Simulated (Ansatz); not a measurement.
TaN, 6 atoms in the cell. It takes space group Cmmm (No. 65, orthorhombic). Conventional cell: a = 5.399 Å, b = 8.991 Å, c = 2.908 Å, α = 90.00°, β = 90.00°, γ = 90.00°. Around Ta (site symmetry m2m) lie 6 N at 2.09 to 2.12 Å. Ta (site symmetry mmm) has 6 N at 2.62 to 2.70 Å and 2 Ta at 2.91 Å as nearest neighbours. Around N (site symmetry 2/m) lie 4 Ta at 2.12 Å. N (site symmetry mmm) is surrounded by 4 Ta at 2.09 Å.  The cell isn't the ideal one: strained by +4 %.

* Program: Ansatz 0.2.0
* Task: relaxation of the atoms
* Functional: PBE
* Potentials or basis: Ansatz PAW
* Cutoff: 420 eV (not typed: the program's choice for these potentials)
* k mesh: 5 × 5 × 7
* Occupations: fermi-dirac, width 0.05 eV
* Spin: no spin polarisation

Potentials or basis: Ansatz PAW.

Run with:

```sh
$ ansatz run input.yaml --threads 2 --pin off --max-ram 5632MiB --backend cpu --events-out ev --progress --plain --runs-dir out
```

Hardware: 2 threads of Intel(R) Xeon(R) Processor @ 2.70GHz (shared host).

**Question.** Estimate the wall time of this run.

**Answer.** It took 13 s on 2 threads of Intel(R) Xeon(R) Processor @ 2.70GHz, on a shared host, peak memory 0.42 GiB. Counts: scf iterations 16, plane waves 1351, k points 36, bands 33, ion steps 4.
